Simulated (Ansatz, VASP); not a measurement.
## Two plane-wave programs on Se

```xyz
2
Lattice="3.8595 0.0000 0.0000 -1.9297 3.3424 0.0000 0.0000 0.0000 4.0081" Properties=species:S:1:pos:R:3 pbc="T T T"
Se    0.0000    2.2283    1.0020
Se    1.9297    1.1141    3.0060
```

Alike in both runs: task single point; functional RPBE; k mesh 11 × 11 × 9; occupations fermi-dirac, width 0.1 eV; no spin polarisation.

```csv
,VASP,Ansatz
version,VASP 6.6.1,Ansatz 0.2.0
potentials or method,"VASP PAW PBE potentials, release 64 (Se)","plane waves (420 eV) with PAW, scalar-relativistic"
plane-wave cutoff (eV),520,420
valence electrons in the cell,12,32
```

|  | VASP | Ansatz | Ansatz less VASP |
| --- | --- | --- | --- |
| pressure (GPa) | -5.2 | -5.2 | +0.02 |
| largest component of the traceless stress (GPa) | 2.32 | 2.32 | -0.003 |

With one functional, cell and mesh, what is left measures potentials, basis and numerics. The two sets of potentials don't hold the same shells in valence.

Caveats: the PAW data sets were made with another functional, which shifts forces and pressure a little (VASP).
